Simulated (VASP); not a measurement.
Here is a VASP 6.6.1 calculation.

File INCAR:

```
SYSTEM = BN
PREC = Accurate ; ENCUT = 600
EDIFF = 1E-6 ; ISMEAR = 0
SIGMA = 0.02 ; LREAL = .FALSE.
LASPH = .TRUE. ; NELM = 100
ALGO = Normal ; ISIF = 3
LWAVE = .FALSE. ; LCHARG = .FALSE.
IBRION = 2 ; NSW = 100
EDIFFG = -0.002
```

File KPOINTS:

```
Automatic mesh
0
G
  12 12 6
  0 0 0
```

POSCAR

```
BN
1.0
    2.5232970818      0.0000000000      0.0000000000
   -1.2616485409      2.1852393741      0.0000000000
    0.0000000000      0.0000000000      4.1764264572
B N
2 2
Direct
    0.6666666667      0.3333333333      0.9996937030
    0.3333333333      0.6666666667      0.4996937030
    0.6666666667      0.3333333333      0.6253062970
    0.3333333333      0.6666666667      0.1253062970
```

Potentials or basis: VASP PAW LDA potentials, release 64 (B, N).

Launch:

```console
$ cat potpaw_LDA.64/B/POTCAR potpaw_LDA.64/N/POTCAR > POTCAR
$ mpirun -np 1 vasp_std > vasp.out
```

Predict the space group after relaxing (to 0.05 Å).

P6_3mc (No. 186).

What does it give for the band gap on the k mesh?

4.91 eV, indirect (least direct gap 8.27 eV).

What does it give for the relaxed volume?

5.77 Å³/atom.

Final structure:
```
B N
1.0
     2.52470    0.00000    0.00000
    -1.26235    2.18646    0.00000
     0.00000    0.00000    4.17755
B N
2 2
Cartesian
  1.2624 0.7288 4.1763
  0.0000 1.4576 2.0875
  1.2624 0.7288 2.6122
  0.0000 1.4576 0.5234
```

A k mesh can miss the band edges.
